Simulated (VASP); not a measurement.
The system is GaSb.

```
CELL_PARAMETERS angstrom
0.00000 3.05900 3.05900
3.05900 0.00000 3.05900
3.05900 3.05900 0.00000
ATOMIC_POSITIONS crystal
Sb 0.75000 0.75000 0.75000
Ga 0.00000 0.00000 0.00000
```

| Quantity | Value |
| --- | --- |
| Program | VASP 6.6.1 |
| Task | relaxation of cell and atoms |
| Functional | PBE |
| Potentials or basis | VASP PAW PBE potentials, release 64 (Sb, Ga_h) |
| Cutoff | 980 eV |
| k mesh | 8 × 8 × 8 |
| Occupations | fermi-dirac, width 0.05 eV |
| Spin | no spin polarisation |

At the start: pressure 2.3 GPa; volume 28.62 Å³/atom.

Where does the relaxation end?

Over 16 steps the energy falls by 10.1 meV/atom and the volume is 29.97 Å³/atom (+4.7 %); space group F-43m (No. 216, to 0.05 Å).

Step by step:
| step | energy change (eV) | largest force (eV/Å) | pressure (GPa) | volume (Å³) |
| --- | --- | --- | --- | --- |
| 1 | 0.0000 | 0.0000 | 2.33 | 57.25 |
| 2 | -0.0190 | 0.0000 | -0.24 | 60.77 |
| 3 | -0.0201 | 0.0000 | -0.28 | 60.25 |
| 4 | -0.0201 | 0.0000 | -0.11 | 59.91 |
| 5 | -0.0199 | 0.0000 | 0.31 | 59.71 |
| 6 | -0.0201 | 0.0000 | 0.08 | 59.86 |
| 7 | -0.0201 | 0.0000 | 0.12 | 59.86 |
| 8 | -0.0201 | 0.0000 | 0.16 | 59.88 |
| 9 | -0.0201 | 0.0000 | 0.14 | 59.88 |
| 10 | -0.0201 | 0.0000 | 0.13 | 59.88 |
| 11 | -0.0201 | 0.0000 | 0.13 | 59.88 |
| 12 | -0.0201 | 0.0000 | 0.13 | 59.88 |
| 13 | -0.0201 | 0.0000 | 0.12 | 59.89 |
| 14 | -0.0201 | 0.0000 | 0.07 | 59.89 |
| 15 | -0.0201 | 0.0000 | 0.14 | 59.91 |
| 16 | -0.0201 | 0.0000 | 0.00 | 59.94 |

Final structure:
```cif
data_structure
_symmetry_space_group_name_H-M 'P 1'
_symmetry_Int_Tables_number 1
_cell_length_a 4.3927
_cell_length_b 4.3927
_cell_length_c 4.3927
_cell_angle_alpha 60.000
_cell_angle_beta 60.000
_cell_angle_gamma 60.000
_cell_volume 59.94
loop_
_atom_site_label
_atom_site_type_symbol
_atom_site_fract_x
_atom_site_fract_y
_atom_site_fract_z
_atom_site_occupancy
Sb1 Sb 0.75000 0.75000 0.75000 1
Ga1 Ga 0.00000 0.00000 0.00000 1
```
